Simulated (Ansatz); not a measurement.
Consider the following.

LiI (rock salt)

```yaml
crystal:
  lattice:
    - [0.00000, 3.00952, 3.00952]
    - [3.00952, 0.00000, 3.00952]
    - [3.00952, 3.00952, 0.00000]
  atoms:
    - { symbol: I, position: [0.00000, 0.00000, 0.00000] }
    - { symbol: Li, position: [0.50000, 0.50000, 0.50000] }
```

A phonon eigenvector at Γ is frozen into this cell: atom i moves by Q times the vector below, so Q is the largest atomic displacement, in Å. The cell is held. It is one choice among 3 degenerate patterns.

```
atom      x      y       z
----  -----  -----  ------
I1    0.000  0.000   0.055
Li2   0.000  0.000  -1.000
```

Method: PBE (plane waves to 420 eV, PAW, scalar-relativistic; Ansatz, an electronic-structure program). k mesh 10×10×10 (Γ-centred), Fermi-Dirac smearing 0.05 eV. The energy includes the smearing's −TS. LiI was relaxed with its symmetry unable to fall. Spin-orbit coupling is left out, though I is heavy. ΔE is measured from the undisplaced structure.

The scan covers Q from -0.180 to 0.180 Å in 13 points.

Task: Which space group does the distorted structure have?

Result: I4mm (No. 107), lowered from Fm-3m.

Task: Is the energy the same for equal positive and negative displacements?

Result: Even: the same for both signs.

Task: Is this a single well or a double well?

Result: A single well with its minimum at or next to zero displacement.

Task: What is the energy change at Q = 0.180 Å?

Result: 7.2 meV/cell.

Task: What harmonic wavenumber does the curvature at Q = 0 give?

Result: 118 cm⁻¹.

(For displaced atoms, the force is minus the slope of the energy, and its curvature is a force constant, which sets phonon frequencies.)
